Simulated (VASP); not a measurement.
# Al2O3 (P-6m2) in VASP: notebook

The runs below take Al2O3 through single point, with LDA.

Program: VASP 6.6.1. These are calculated values, not measurements. Logs are shortened: lines on timing, memory, paths and dates and some standing lists are left out, and cuts for length are marked.

## Step 1: The cell of the first run

It takes space group P-6m2 (No. 187, hexagonal). The conventional cell has a = 2.654 Å, b = 2.654 Å, c = 10.084 Å, α = 90.00°, β = 90.00°, γ = 120.00°. Al (site symmetry 3m) has 3 O at 1.70 Å as nearest neighbours. O (site symmetry 3m) has 3 Al at 1.70 Å as nearest neighbours. O (site symmetry -6m2) is surrounded by 6 Al at 2.15 Å.

Measurements of this composition are mostly on another form, of space group No. 167.

## Step 2: Single point, LDA (strain -0.080 along x and y, +0.080 along z, atoms carried along)

Input file INCAR:

```
SYSTEM = Al2O3
PREC     = Accurate       ! precision mode
ENCUT    = 520            ! plane-wave cutoff, eV
EDIFF    = 1E-7           ! SCF threshold, eV
ISMEAR   = 0              ! smearing method
SIGMA    = 0.05           ! smearing width, eV
LREAL    = .FALSE.        ! projectors in reciprocal space
LASPH    = .TRUE.         ! aspherical terms in the spheres
NELM     = 100            ! most SCF steps
ALGO     = Normal         ! electronic algorithm
ISIF     = 2              ! what is computed and relaxed
LWAVE    = .FALSE.        ! write WAVECAR
LCHARG   = .FALSE.        ! write CHGCAR
GGA      = CA             ! functional
NBANDS   = 20             ! bands
```

Input file KPOINTS:

```
regular mesh
0
G
  9 9 4
  0 0 0
```

Input file POSCAR:

```
Al2O3
1.0
    2.6535789524      0.0000000000      0.0000000000
   -1.3267894762      2.2980667837      0.0000000000
    0.0000000000      0.0000000000     10.0836948168
Al O
2 3
Direct
    0.0000000000      0.0000000000      0.1499923300
    0.0000000000      0.0000000000      0.8500076700
    0.3333333333      0.6666666667      0.2223169200
    0.6666666667      0.3333333333      0.0000000000
    0.3333333333      0.6666666667      0.7776830800
```

Potentials or basis: VASP PAW LDA potentials, release 64 (Al, O).

Command:

```sh
$ cat potpaw_LDA.64/Al/POTCAR potpaw_LDA.64/O/POTCAR > POTCAR
$ mpirun -np 1 vasp_std > vasp.out
```

OUTCAR:

```text
SYSTEM = Al2O3
   PREC = Accurate
   ENCUT = 520
   EDIFF = 1E-7
   ISMEAR = 0
   LREAL = .FALSE.
   LASPH = .TRUE.
   NELM = 100
   ISIF = 2
   GGA = CA

 ion  position               nearest neighbor table
   1  0.000  0.000  0.150-   3 1.70   3 1.70   3 1.70   4 2.15   4 2.15   4 2.15   2 3.02
   2  0.000  0.000  0.850-   5 1.70   5 1.70   5 1.70   4 2.15   4 2.15   4 2.15   1 3.02
   3  0.333  0.667  0.222-   1 1.70   1 1.70   1 1.70
   4  0.667  0.333  0.000-   1 2.15   2 2.15   1 2.15   2 2.15   1 2.15   2 2.15
   5  0.333  0.667  0.778-   2 1.70   2 1.70   2 1.70

  LATTYP: Found a hexagonal cell.
 ALAT       =     2.6535789524
 C/A-ratio  =     3.8000357245

  Lattice vectors:

 A1 = (   2.6535789524,   0.0000000000,   0.0000000000)
 A2 = (  -1.3267894762,   2.2980667837,   0.0000000000)
 A3 = (   0.0000000000,   0.0000000000,  10.0836948168)

Analysis of symmetry for initial positions (statically):
=====================================================================
 Subroutine PRICEL returns:
 Original cell was already a primitive cell.

 Routine SETGRP: Setting up the symmetry group for a
 hexagonal supercell.

 Subroutine GETGRP returns: Found 12 space group operations
 (whereof 12 operations were pure point group operations)
 out of a pool of 24 trial point group operations.

The static configuration has the point symmetry D_3h.

Analysis of symmetry for dynamics (positions and initial velocities):
=====================================================================
 Subroutine PRICEL returns:
 Original cell was already a primitive cell.

 Routine SETGRP: Setting up the symmetry group for a
 hexagonal supercell.

 Subroutine GETGRP returns: Found 12 space group operations
 (whereof 12 operations were pure point group operations)
 out of a pool of 24 trial point group operations.

The dynamic configuration has the point symmetry D_3h.

 Subroutine INISYM returns: Found 12 space group operations
 (whereof 12 operations are pure point group operations),
 and found     1 'primitive' translations

----------------------------------------------------------------------------------------

                                     Primitive cell

  volume of cell :      61.4914

  direct lattice vectors                    reciprocal lattice vectors
     2.653578952  0.000000000  0.000000000     0.376849537  0.217574182  0.000000000
    -1.326789476  2.298066784  0.000000000     0.000000000  0.435148363  0.000000000
     0.000000000  0.000000000 10.083694817     0.000000000  0.000000000  0.099169999

  length of vectors
     2.653578952  2.653578952 10.083694817     0.435148363  0.435148363  0.099169999

  position of ions in fractional coordinates (direct lattice)
     0.000000000  0.000000000  0.149992330
     0.000000000  0.000000000  0.850007670
     0.333333333  0.666666667  0.222316920
     0.666666667  0.333333333  0.000000000
     0.333333333  0.666666667  0.777683080

  ion indices of the primitive-cell ions
   primitive index   ion index
                 1           1
                 2           2
                 3           3
                 4           4
                 5           5

----------------------------------------------------------------------------------------

 KPOINTS: regular mesh

Automatic generation of k-mesh.
 Grid dimensions read from file:
 generate k-points for:    9    9    4

 Generating k-lattice:

  Cartesian coordinates                     Fractional coordinates (reciprocal lattice)
     0.041872171  0.024174909  0.000000000     0.111111111  0.000000000  0.000000000
     0.000000000  0.048349818  0.000000000     0.000000000  0.111111111  0.000000000
     0.000000000  0.000000000  0.024792500     0.000000000  0.000000000  0.250000000

  Length of vectors
     0.048349818  0.048349818  0.024792500

  Shift w.r.t. Gamma in fractional coordinates (k-lattice)
     0.000000000  0.000000000  0.000000000

 Subroutine IBZKPT returns following result:
 ===========================================

 Found     36 irreducible k-points:

 Following reciprocal coordinates:
            Coordinates               Weight
  0.000000  0.000000  0.000000      1.000000
  0.111111  0.000000  0.000000      6.000000
  0.222222 -0.000000  0.000000      6.000000
  0.333333  0.000000  0.000000      6.000000
  0.444444 -0.000000  0.000000      6.000000
  0.111111  0.111111  0.000000      6.000000
[... 16 lines left out ...]
  0.333333  0.222222  0.250000     24.000000
  0.333333  0.333333  0.250000      4.000000
 [... further k-points ...]
   k-points           NKPTS =     36   k-points in BZ     NKDIM =     36   number of bands    NBANDS=     20
   number of dos      NEDOS =    301   number of ions     NIONS =      5
   total plane-waves  NPLWV =  32000
   dimension x,y,z NGX =    20 NGY =   20 NGZ =   80
   dimension x,y,z NGXF=    40 NGYF=   40 NGZF=  160
   ions per type =               2   3
   NGX,Y,Z   is equivalent  to a cutoff of  12.53, 12.53, 13.19 a.u.
   NGXF,Y,Z  is equivalent  to a cutoff of  25.06, 25.06, 26.38 a.u.
 SYSTEM =  Al2O3
   PREC   = accura    normal or accurate (medium, high low for compatibility)
   ISTART =      0    job   : 0-new  1-cont  2-samecut
   ICHARG =      2    charge: 1-file 2-atom 10-const
   ISPIN  =      1    spin polarized calculation?
   LNONCOLLINEAR =      F non collinear calculations
   LSORBIT =      F    spin-orbit coupling
   LASPH  =      T    aspherical Exc in radial PAW
   ENCUT  =  520.0 eV  38.22 Ry    6.18 a.u.   4.93  4.93 18.75*2*pi/ulx,y,z
   NELM   =    100;   NELMIN=  2; NELMDL= -5     # of ELM steps
   EDIFF  = 0.1E-06   stopping-criterion for ELM
   LREAL  =      F    real-space projection
   EDIFFG = 0.1E-05   stopping-criterion for IOM
   NSW    =      0    number of steps for IOM
   IBRION =     -1    ionic relax: 0-MD 1-quasi-New 2-CG
   NFREE  =      0    steps in history (QN), initial steepest desc. (CG)
   ISIF   =      2    stress and relaxation
   ISYM   =      2    0-nonsym 1-usesym 2-fastsym
   POTIM  = 0.5000    time-step for ionic-motion
   TEBEG  =    0.0;   TEEND  =   0.0 temperature during run
   PSTRESS=    0.0 pullay stress
   NELECT =      24.0000    total number of electrons
   NUPDOWN=      -1.0000    fix difference up-down
   EMIN   =  10.00;   EMAX   =-10.00  energy-range for DOS
   EFERMI =   0.00;   METHOD = LEGACY
   ISMEAR =     0;   SIGMA  =   0.05  broadening in eV -4-tet -1-fermi 0-gaus
   EFERMI_NEDOS =   21; number of points for ismear=-14 and -15
   IALGO  =     38    algorithm
   IMIX   =      4    mixing-type and parameters
     AMIX     =   0.40;   BMIX     =  1.00
     AMIX_MAG =   1.60;   BMIX_MAG =  1.00
  volume/ion in A,a.u.               =      12.30        82.99
  Fermi-wavevector in a.u.,A,eV,Ry     =   1.196393  2.260855 19.474777  1.431356
  Thomas-Fermi vector in A             =   2.332334
   LORBIT       =      0    0 simple, 1 ext, 2 COOP (PROOUT), +10 PAW based schemes
   GGA     = CA    functional components
   LHFCALC =     F    Hartree Fock is set to
   AEXX    =    0.0000 exact exchange contribution
   IVDW    =     0    specifies the selected vdW correction
   LEPSILON=     F    determine dielectric tensor
   LRPA    =     F    only Hartree local field effects (RPA)
 non-spin polarized calculation
 Gauss-broadening in eV      SIGMA  =   0.05
  energy-cutoff  :      520.00
  volume of cell :       61.49
 maximum number of plane-waves:      1701
 NGX is ok and might be reduce to    20
   NGX =  9   NGY =  9   NGZ = 37

 number of electron      24.0000000 magnetization

 Free energy of the ion-electron system (eV)
  ---------------------------------------------------
  ext. energy  EPLUGINS =         0.00000000
  ---------------------------------------------------
  free energy    TOTEN  =       -38.90106839 eV

  energy without entropy =      -38.90106839  energy(sigma->0) =      -38.90106839

 E-fermi :   1.8487     XC(G=0):  -9.0373

 val. band max:        1.6273223573   @ k =   0.0000   0.0000   0.5000
 cond. band min:       7.0632752938   @ k =   0.0000   0.0000   0.0000
 fundamental gap:      5.4359529366
 Fermi energy:         1.8486835066

 k-point     1 :       0.0000    0.0000    0.0000
  band No.  band energies     occupation
      1     -18.2059      2.00000
      2     -17.6604      2.00000
      3     -15.8799      2.00000
      4      -5.1059      2.00000
      5      -2.1502      2.00000
      6      -0.2487      2.00000
[... 12 lines left out ...]
     19      16.3509      0.00000
     20      18.1386      0.00000

 k-point     2 :       0.1111    0.0000    0.0000
  band No.  band energies     occupation
      1     -18.0124      2.00000
      2     -17.4961      2.00000
      3     -15.7556      2.00000
      4      -4.9265      2.00000
      5      -2.0945      2.00000
      6      -1.0647      2.00000
[... 12 lines left out ...]
     19      15.8204      0.00000
     20      16.9663      0.00000

 k-point     3 :       0.2222   -0.0000    0.0000
  band No.  band energies     occupation
      1     -17.4750      2.00000
      2     -17.0501      2.00000
      3     -15.4283      2.00000
      4      -4.5272      2.00000
      5      -2.6049      2.00000
      6      -2.3384      2.00000
[... 12 lines left out ...]
     19      15.4009      0.00000
     20      15.7205      0.00000

 k-point     4 :       0.3333    0.0000    0.0000
  band No.  band energies     occupation
      1     -16.7449      2.00000
      2     -16.4751      2.00000
      3     -15.0434      2.00000
      4      -4.7541      2.00000
      5      -4.1087      2.00000
      6      -3.0723      2.00000
[... 429 lines left out ...]
 k-point    23 :       0.3333    0.2222    0.2500
  band No.  band energies     occupation
      1     -15.9332      2.00000
      2     -15.8749      2.00000
      3     -14.6667      2.00000
      4      -4.9583      2.00000
      5      -4.5370      2.00000
      6      -3.6239      2.00000
[... 12 lines left out ...]
     19      14.9722      0.00000
     20      15.6680      0.00000

 k-point    24 :       0.3333    0.3333    0.2500
  band No.  band energies     occupation
      1     -15.7772      2.00000
      2     -15.7608      2.00000
      3     -14.5872      2.00000
      4      -4.6457      2.00000
      5      -4.1536      2.00000
      6      -3.7891      2.00000
[... 12 lines left out ...]
     19      15.3996      0.00000
     20      15.8329      0.00000

 [... further k-points ...]

------------------------ aborting loop because EDIFF is reached ----------------------------------------

  FORCE on cell =-STRESS in cart. coord.  units (eV):
  Direction    XX          YY          ZZ          XY          YZ          ZX
  --------------------------------------------------------------------------------------
  -------------------------------------------------------------------------------------
  Total       14.2126671     14.2126671     -6.2295460      0.0000000      0.0000000      0.0000000
  in kB      370.3154347    370.3154347   -162.3127455      0.0000000      0.0000000      0.0000000
  external PRESSURE =     192.7727080 kB  Pullay stress =       0.0000000 kB

 VOLUME and BASIS-vectors are now :
 -----------------------------------------------------------------------------
  energy-cutoff  :      520.00
  volume of cell :       61.49
      direct lattice vectors                 reciprocal lattice vectors
     2.653578952  0.000000000  0.000000000     0.376849537  0.217574182  0.000000000
    -1.326789476  2.298066784  0.000000000     0.000000000  0.435148363  0.000000000
     0.000000000  0.000000000 10.083694817     0.000000000  0.000000000  0.099169999

 POSITION                                       TOTAL-FORCE (eV/Angst)
 -----------------------------------------------------------------------------------
      0.00000      0.00000      1.51248        -0.000000      0.000000     -3.018072
      0.00000      0.00000      8.57122        -0.000000      0.000000      3.018072
     -0.00000      1.53204      2.24178        -0.000000     -0.000000      0.663665
      1.32679      0.76602      0.00000         0.000000      0.000000      0.000000
     -0.00000      1.53204      7.84192         0.000000     -0.000000     -0.663665
 -----------------------------------------------------------------------------------
    total drift:                               -0.000000      0.000000     -0.000000

  FREE ENERGIE OF THE ION-ELECTRON SYSTEM (eV)
  ---------------------------------------------------
  free  energy   TOTEN  =       -38.9010683881 eV

  energy  without entropy=      -38.9010683881  energy(sigma->0) =      -38.90106839
```

It took 33 s on 1 thread of Intel Xeon Platinum 8488C (Sapphire Rapids), shared host; peak memory 0.16 GiB.

What came out:

| Property | Result |
| --- | --- |
| Free energy | -38.9011 eV |
| Pressure | 19.3 GPa |
| Largest force | 3.018 eV/Å |
| Band gap on the k mesh | 5.44 eV, direct |

Forces on the atoms (eV/Å):
```
Al   0.000  0.000 -3.018
Al   0.000  0.000  3.018
O    0.000  0.000  0.664
O    0.000  0.000  0.000
O    0.000  0.000 -0.664
```

Caveat: so large a pressure means that the cell lies far from this level's equilibrium, or that cutoff or potentials fall short; an odd mesh through Γ misses points on the zone boundary, where band edges often lie; forces of over 1 eV/Å show positions far from the minimum, so gaps and moduli don't describe the material at rest.

## Step 3: Single point, LDA (strain +0.080 along x and y, +0.040 along z, atoms carried along)

Input file INCAR:

```
SYSTEM = Al2O3
PREC = Accurate
ENCUT = 520
EDIFF = 1E-7
ISMEAR = 0
SIGMA = 0.05
LREAL = .FALSE.
LASPH = .TRUE.
NELM = 100
ALGO = Normal
ISIF = 2
LWAVE = .FALSE.
LCHARG = .TRUE.
GGA = CA
LELF = .TRUE.
LVHAR = .TRUE.
NBANDS = 20
```

Input file KPOINTS:

```
Automatic mesh
0
G
  9 9 4
  0 0 0
```

Edit POSCAR of step 2 so:

```diff
@@ -2,5 +2,5 @@
 1.0
-    2.6535789524      0.0000000000      0.0000000000
-   -1.3267894762      2.2980667837      0.0000000000
-    0.0000000000      0.0000000000     10.0836948168
+    3.1150709442      0.0000000000      0.0000000000
+   -1.5575354721      2.6977305722      0.0000000000
+    0.0000000000      0.0000000000      9.7102246384
 Al O
```

Potentials or basis: VASP PAW LDA potentials, release 64 (Al, O).

Command:

```sh
$ cat potpaw_LDA.64/Al/POTCAR potpaw_LDA.64/O/POTCAR > POTCAR
$ mpirun -np 1 vasp_std > vasp.out
```

OUTCAR:

```text
SYSTEM = Al2O3
   PREC = Accurate
   ENCUT = 520
   EDIFF = 1E-7
   ISMEAR = 0
   LREAL = .FALSE.
   LASPH = .TRUE.
   NELM = 100
   ISIF = 2
   GGA = CA

 ion  position               nearest neighbor table
   1  0.000  0.000  0.150-   3 1.93   3 1.93   3 1.93   4 2.31   4 2.31   4 2.31   2 2.91
   2  0.000  0.000  0.850-   5 1.93   5 1.93   5 1.93   4 2.31   4 2.31   4 2.31   1 2.91
   3  0.333  0.667  0.222-   1 1.93   1 1.93   1 1.93
[... 760 lines left out ...]
  --------------------------------------------------------------------------------------
  -------------------------------------------------------------------------------------
  Total      -15.1640154    -15.1640154     -6.3631576      0.0000000     -0.0000000      0.0000000
  in kB     -297.7343935   -297.7343935   -124.9359637      0.0000000     -0.0000000      0.0000000
  external PRESSURE =    -240.1349169 kB  Pullay stress =       0.0000000 kB

 VOLUME and BASIS-vectors are now :
 -----------------------------------------------------------------------------
  energy-cutoff  :      520.00
  volume of cell :       81.60
      direct lattice vectors                 reciprocal lattice vectors
     3.115070944  0.000000000  0.000000000     0.321019976  0.185340970  0.000000000
    -1.557535472  2.697730572  0.000000000     0.000000000  0.370681939  0.000000000
     0.000000000  0.000000000  9.710224638     0.000000000  0.000000000  0.102984229

 POSITION                                       TOTAL-FORCE (eV/Angst)
 -----------------------------------------------------------------------------------
      0.00000      0.00000      1.45646         0.000000      0.000000      0.725465
      0.00000      0.00000      8.25377         0.000000      0.000000     -0.725465
     -0.00000      1.79849      2.15875         0.000000      0.000000     -1.946377
      1.55754      0.89924      0.00000        -0.000000      0.000000      0.000000
     -0.00000      1.79849      7.55148         0.000000     -0.000000      1.946377
 -----------------------------------------------------------------------------------
    total drift:                                0.000000     -0.000000      0.000000

  FREE ENERGIE OF THE ION-ELECTRON SYSTEM (eV)
  ---------------------------------------------------
  free  energy   TOTEN  =       -38.4644795109 eV

  energy  without entropy=      -38.4644795109  energy(sigma->0) =      -38.46447951
```

Wall time 32 s (1 thread of Intel Xeon Platinum 8488C (Sapphire Rapids), shared host); peak memory 0.18 GiB.

Results:

```yaml
Free_energy: -38.4645 eV
Pressure: -24.0 GPa
Largest_force: 1.946 eV/Å
Band_gap_on_the_k_mesh: 2.91 eV, indirect (least direct gap 3.07 eV)
```

Forces in eV/Å, atoms in the order of the input:
```
Al   0.000  0.000  0.725
Al   0.000  0.000 -0.725
O    0.000  0.000 -1.946
O    0.000  0.000  0.000
O    0.000  0.000  1.946
```

Stress tensor (GPa, compression positive):
```
-29.77   0.00   0.00
  0.00 -29.77   0.00
  0.00   0.00 -12.49
```

Caveat: so large a pressure means that the cell lies far from this level's equilibrium, or that cutoff or potentials fall short; an odd mesh through Γ misses points on the zone boundary, where band edges often lie; forces of over 1 eV/Å show positions far from the minimum, so gaps and moduli don't describe the material at rest.
